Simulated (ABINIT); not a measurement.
Crystal: GaN.

```
Ga N
1.0
     3.18000    0.00000    0.00000
    -1.59000    2.75396    0.00000
     0.00000    0.00000    5.16600
Ga N
2 2
Cartesian
  1.5900 0.9180 2.5830
  0.0000 1.8360 0.0000
  1.5900 0.9180 4.5203
  0.0000 1.8360 1.9373
```

Base run:

- Program: ABINIT 10.8.3 (patched build)
- Functional: PBE
- Potentials or basis: JTH PAW PBE v2.0
- Cutoff: 844 eV
- k mesh: 10 × 10 × 5
- Occupations: fermi-dirac, width 0.05 eV
- Spin: no spin polarisation

Its results: band gap on the k mesh 1.96 eV, direct; pressure 7.9 GPa; largest force 0.138 eV/Å.

Q: The run is repeated on the same cell with these changes: functional from PBE to LDA. What comes out?

A: Band gap on the k mesh 1.98 eV, direct; pressure -3.8 GPa; largest force 0.126 eV/Å.

LDA binds more tightly than PBE, so the same cell stands under less pressure.

Caveats: the PAW data sets were made with another functional, which shifts forces and pressure a little (some runs).
